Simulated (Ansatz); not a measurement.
Hf-179 nuclear quadrupole resonance in HfO2

Cell: a structure deposited in the COD, atoms as given.

```cif
data_HfO2
_symmetry_space_group_name_H-M 'P2_1/c'
_symmetry_Int_Tables_number 14
_cell_length_a 5.1180
_cell_length_b 5.1857
_cell_length_c 5.2841
_cell_angle_alpha 90.000
_cell_angle_beta 99.352
_cell_angle_gamma 90.000
loop_
_atom_site_label
_atom_site_type_symbol
_atom_site_symmetry_multiplicity
_atom_site_Wyckoff_symbol
_atom_site_fract_x
_atom_site_fract_y
_atom_site_fract_z
Hf Hf 4 e 0.2755 0.0397 0.2080
O5 O 4 e 0.4487 0.7581 0.4801
O9 O 4 e 0.0742 0.3316 0.3467
```

One atom of each set is listed.

All values are calculated (Ansatz; DFT, PBE, plane waves and PAW (field gradients read without the response of the frozen cores, which leaves them typically 4 to 6 % off), scalar-relativistic, 420 eV cutoff, Γ-centred 5×5×5 k-points, Fermi–Dirac smearing 0.02 eV), not measured.

Hf-179: I = 9/2, Q = 3793 mb (year-2017 value). Static lattice, zero field.

Problem. The simulated lines lie at 82.8, 105.7, 122.5, 170.0 MHz. What are |C_Q|, η and |V_zz| at Hf?

Solution. For I = 9/2 and η = 0 the lines are |C_Q|/24 times 1, 2, 3 and 4; η shifts the lowest up most. Here |C_Q| = 1047 MHz, η = 0.56 and |V_zz| = 11.42 × 10²¹ V/m². The calculation gives V_zz positive; the lines don't show the sign. The site has 7 O at 2.03–2.25 Å.

At this cell the PBE pressure is 6 GPa, so with PBE the cell would grow if it were relaxed. The largest force is 0.5 eV/Å, so the atoms aren't at the calculated equilibrium and relaxing them would move these values. Without spin–orbit coupling the gradients at and beside Hf can be off by some per cent, at some sites by more.
